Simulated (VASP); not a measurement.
Set up this calculation in VASP 6.6.1, as the native input.

* Task: relaxation of cell and atoms
* Functional: PBE
* Potentials or basis: VASP PAW PBE potentials, release 64 (Na_pv, H)
* Cutoff: 600 eV
* k mesh: 6 × 6 × 6
* Occupations: gaussian, width 0.1 eV
* Spin: no spin polarisation
* Dipole correction: no
* Further INCAR settings: ALGO = Fast; EDIFF = 1e-06; IBRION = 2; EDIFFG = -0.04; NSW = 90; ISIF = 3

The structure of NaH lies in POSCAR:

```
NaH
1.0
    3.2224876800      0.0000000000      0.0000000000
    0.0000000000      2.0642095900      2.6885293500
    0.0000000000     -2.0642095900      2.6885293500
Na H
1 1
Direct
    0.5000000000      0.5806755800      0.5806755800
    0.5000000000      0.1997220700      0.1997220700
```

The cell was built by a generator and needn't be a form met in nature.

The cell isn't the ideal one: random cell by space group and Wyckoff sites (Amm2, No. 38).

The input as run:

INCAR

```
ALGO = Fast
EDIFF = 1E-6
EDIFFG = -0.04
ENCUT = 600
GGA = PE
IBRION = 2
ISIF = 3
ISMEAR = 0
LASPH = T
LCHARG = F
LREAL = F
LWAVE = F
NELM = 100
NSW = 90
PREC = Accurate
SIGMA = 0.1
```

KPOINTS

```
k-points
0
Gamma
  6 6 6
```

Potentials or basis: VASP PAW PBE potentials, release 64 (Na_pv, H).

Run with:

```bash
$ cat potpaw_PBE.64/Na_pv/POTCAR potpaw_PBE.64/H/POTCAR > POTCAR
$ mpirun -np 1 vasp_std > vasp.out
```

Results of the run:

The relaxed volume is 27.09 Å³/atom and the relaxed cell is a = 4.524 Å, b = 3.727 Å, c = 3.727 Å, α = 59.60°, β = 90.00°, γ = 90.00°. The space group after relaxing (to 0.05 Å) is P-6m2 (No. 187) and the energy gained by relaxing is 76.4 meV/atom. The ionic steps are 22 and the pressure after relaxing is -0.1 GPa. The largest force after relaxing is 0.009 eV/Å. The band gap on the k mesh is 2.67 eV, indirect (least direct gap 4.29 eV).

Caveat: the volume moved by over 15 % at a fixed basis, so the end points are rough.

It took 92 s on 1 thread of Intel(R) Xeon(R) 6975P-C (Granite Rapids), on a shared host, peak memory 0.16 GiB.
